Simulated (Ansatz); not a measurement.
In: band structure with PBE

The system is In.

```
In
1.0
    -1.62547    1.62547    2.47370
     1.62547   -1.62547    2.47370
     1.62547    1.62547   -2.47370
In
1
Direct
  0.00000 0.00000 0.00000
```

```json
{
  "Program": "Ansatz 0.2.0",
  "Task": "band structure",
  "Functional": "PBE",
  "Potentials or basis": "all-electron LAPW, scalar-relativistic",
  "Cutoff": "179 eV (chosen from the basis error)",
  "Basis error allowed": "0.001 eV/atom",
  "k mesh": "11 × 11 × 11",
  "Occupations": "fermi-dirac, width 0.05 eV",
  "Spin": "no spin polarisation"
}
```

```json
{"Pressure": "2.0 GPa", "Band gap along the path": "none (metal or under the smearing width)"}
```

Stress tensor (GPa, compression positive):
```
2.22 0.00 0.00
0.00 2.22 0.00
0.00 0.00 1.69
```

Levels at the corners of the path, in eV from the Fermi level:
```tsv
point	band 9	band 10	band 11	band 12	band 13	band 14
Γ	-14.45	-9.58	10.51	10.51	10.69	11.53
X	-14.26	-1.99	-1.68	3.49	3.92	6.99
Y	-14.33	-1.69	-0.29	0.10	1.29	12.95
S	-14.37	-2.54	-1.24	-0.55	6.12	8.92
Γ	-14.45	-9.58	10.51	10.51	10.69	11.53
Z	-14.32	-2.96	-2.71	4.70	4.70	8.15
S1	-14.37	-2.54	-1.24	-0.55	6.12	8.92
N	-14.33	-4.34	-3.41	7.51	9.13	11.07
```

Run time: 5.6 s on 1 thread of Intel(R) Xeon(R) 6975P-C (Granite Rapids) (shared host), peak memory 0.34 GiB.

Caveat: spin-orbit coupling is left out, which moves the levels of the heavy elements.
